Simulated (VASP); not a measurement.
# W: relaxation of cell and atoms with RPBE

W:

```
CELL_PARAMETERS angstrom
-1.58234 1.58234 1.58234
1.58234 -1.58234 1.58234
1.58234 1.58234 -1.58234
ATOMIC_POSITIONS crystal
W 0.00000 0.00000 0.00000
```

```json
{
 "Program": "VASP 6.6.1",
 "Task": "relaxation of cell and atoms",
 "Functional": "RPBE",
 "Potentials or basis": "VASP PAW PBE potentials, release 64 (W_sv)",
 "Cutoff": "600 eV",
 "k mesh": "12 × 12 × 12",
 "Occupations": "fermi-dirac, width 0.05 eV",
 "Spin": "no spin polarisation",
 "Further INCAR settings": "ALGO = Fast; EDIFF = 1e-06; IBRION = 2; EDIFFG = -0.02; NSW = 60; ISIF = 3"
}
```

```json
{
  "Relaxed volume": "16.38 Å³/atom",
  "Relaxed cell": "a = 2.771 Å, b = 2.771 Å, c = 2.771 Å, α = 109.47°, β = 109.47°, γ = 109.47°",
  "Space group after relaxing (to 0.05 Å)": "Im-3m (No. 229)",
  "Energy gained by relaxing": "16.6 meV/atom",
  "Ionic steps": "4",
  "Pressure after relaxing": "0.0 GPa",
  "Band gap on the k mesh": "none (metal or under the smearing width)"
}
```

The path:
| step | energy change (eV) | largest force (eV/Å) | pressure (GPa) | volume (Å³) |
| --- | --- | --- | --- | --- |
| 1 | 0.0000 | 0.0000 | 10.21 | 15.85 |
| 2 | 0.1519 | 0.0000 | -25.78 | 18.28 |
| 3 | -0.0165 | 0.0000 | -0.42 | 16.40 |
| 4 | -0.0166 | 0.0000 | 0.02 | 16.38 |

Final structure:
```
CELL_PARAMETERS angstrom
-1.59977 1.59977 1.59977
1.59977 -1.59977 1.59977
1.59977 1.59977 -1.59977
ATOMIC_POSITIONS crystal
W 0.00000 0.00000 0.00000
```

Levels at points of the mesh, in eV from the Fermi level:
```tsv
k point	band 5	band 6	band 7	band 8	band 9	band 10
(0.00, 0.00, 0.00)	-9.34	-1.06	-1.06	-1.06	2.31	2.31
(0.50, 0.00, 0.00)	-5.95	-3.30	0.65	2.19	3.13	5.97
(0.50, 0.50, 0.50)	-5.46	-5.46	5.04	5.04	5.04	8.08
```

It took 26 s on 1 thread of Intel(R) Xeon(R) Platinum 8488C (Sapphire Rapids), on a shared host, peak memory 0.15 GiB.

Caveat: the PAW data sets were made with another functional, which shifts forces and pressure a little. Zero-point motion and thermal expansion aren't in these numbers.
